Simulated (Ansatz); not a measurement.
TaN:

```
Ta N
1.0
     0.00000    2.17900    2.17900
     2.17900    0.00000    2.17900
     2.17900    2.17900    0.00000
Ta N
1 1
Direct
  0.50000 0.50000 0.50000
  0.00000 0.00000 0.00000
```

Base run:

- Program: Ansatz 0.2.0
- Functional: PBE
- Potentials or basis: Ansatz PAW
- Cutoff: 420 eV
- Density cutoff: 1680 eV
- k mesh: 7 × 7 × 7
- Occupations: gaussian, width 0.05 eV
- Spin: collinear spin, random start
- Starting moments: [-0.17, 0.0] μB

Its results: band gap on the k mesh none (metal or under the smearing width); pressure 14.3 GPa; net moment 0.00 μB per cell.

Q: The run is repeated on the same cell with these changes: functional from PBE to PBEsol; moments at the start from [-0.17, 0.0] to [0.06, 0.0]. What comes out?

A: Band gap on the k mesh none (metal or under the smearing width); pressure 4.3 GPa; net moment 0.00 μB per cell.

Caveats: the PAW data sets come from PBE, with cores solved anew for the run's functional, which leaves a small shift of forces and pressure (some runs).

Not every run made on this cell is shown here.
